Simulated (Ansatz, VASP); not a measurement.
**La in VASP and in Ansatz**

The input POSCAR:

```
La
1.0
   -2.0804754144      2.0804754144      2.0804754144
    2.0804754144     -2.0804754144      2.0804754144
    2.0804754144      2.0804754144     -2.0804754144
La
1
Direct
    0.0000000000      0.0000000000      0.0000000000
```

File INCAR.step1:

```
PREC = Accurate ; ENCUT = 520
ISMEAR = -1 ; SIGMA = 0.05
LREAL = False ; LASPH = True
NELM = 60 ; NBANDS = 12
GGA = PE ; ALGO = Normal
EDIFF = 1E-4 ; LWAVE = True
LCHARG = False
```

INCAR.step2

```
PREC = Accurate ; ENCUT = 520
EDIFF = 1E-6 ; ISMEAR = -1
SIGMA = 0.05 ; LREAL = False
LASPH = True ; NELM = 60
ALGO = Normal ; ISIF = 2
LWAVE = False ; LCHARG = False
METAGGA = R2SCAN ; LMIXTAU = True
NBANDS = 12 ; ISTART = 1
```

File KPOINTS:

```
Automatic mesh
0
Gamma
  9 9 9
```

File input.yaml:

```yaml
crystal:
  lattice:
    - [-2.0804754144, 2.0804754144, 2.0804754144]
    - [2.0804754144, -2.0804754144, 2.0804754144]
    - [2.0804754144, 2.0804754144, -2.0804754144]
  atoms:
    - { symbol: La, position: [0.0, 0.0, 0.0] }
hamiltonian:
  xc: r2scan
  pseudopotentials: { kind: paw }
kpoints:
  mp_grid: { grid: [9, 9, 9] }
scf:
  occupations: { method: fermi_dirac, width: 0.05 }
output:
  forces: true
  stress: true
  eigenvalues: true
```

This isn't the form of La at room conditions, which is double hcp.

Alike in both runs: task single point; functional r2SCAN; k mesh 9 × 9 × 9; occupations fermi-dirac, width 0.05 eV; no spin polarisation.

```csv
,VASP,Ansatz
version,VASP 6.6.1,Ansatz 0.2.0
potentials or method,"VASP PAW PBE potentials, release 64 (La)",Ansatz PAW
plane-wave cutoff (eV),520,500
valence electrons in the cell,11,11
```

|  | VASP | Ansatz | Ansatz less VASP |
| --- | --- | --- | --- |
| gap on the k mesh at the Fermi level (eV) | none | none | - |
| pressure (GPa) | 1.5 | 1.4 | -0.05 |

A gap of «none» marks a metal or a gap that the smearing closes. With one functional, cell and mesh, what is left measures potentials, basis and numerics.

Caveats: the PAW data sets were made with another functional, which shifts forces and pressure a little (VASP); the magnetic or orbital state may not be the lowest (Ansatz); the PAW data sets come from PBE, with cores solved anew for the run's functional, which leaves a small shift of forces and pressure (Ansatz). Spin-orbit coupling is left out, which matters for the levels of La.
